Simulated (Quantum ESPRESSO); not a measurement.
# NaF (Villiaumite) in Quantum ESPRESSO: the effect of functional

NaF (Villiaumite):

```
CELL_PARAMETERS angstrom
0.00000 2.32000 2.32000
2.32000 0.00000 2.32000
2.32000 2.32000 0.00000
ATOMIC_POSITIONS crystal
Na 0.00000 0.00000 0.00000
F 0.50000 0.50000 0.50000
```

Alike in all runs:

```yaml
Program: Quantum ESPRESSO 7.5
Task: dielectric tensor
Cutoff: 612 eV
Density_cutoff: 4898 eV
k_mesh: 8 × 8 × 8, shifted
Occupations: fermi-dirac, width 0.05 eV
Spin: no spin polarisation
```

Task: One run gave: pressure 1.7 GPa; dielectric constant 1.88 mean. Which functional did it use?
A. LDA
B. PBE
C. AM05
D. WC
E. PBEsol

Result: C.

```tsv
functional	potentials or basis	pressure (GPa)	dielectric constant (mean)
LDA	GBRV 1.5 LDA	-3.9	1.91
PBE	GBRV 1.5 PBE	2.4	1.87
PBEsol	GBRV 1.5 PBEsol	0.2	1.89
WC	GBRV 1.5 PBE	0.7	1.89
BLYP	GBRV 1.5 PBE	2.9	1.86
AM05	GBRV 1.5 PBE	1.7	1.88
```

Caveats: the potentials were made for another functional, which shifts forces and pressure (some runs); the cell is more than 3 GPa from zero pressure, which shifts response properties (some runs).

Not every run made on this cell is shown here.
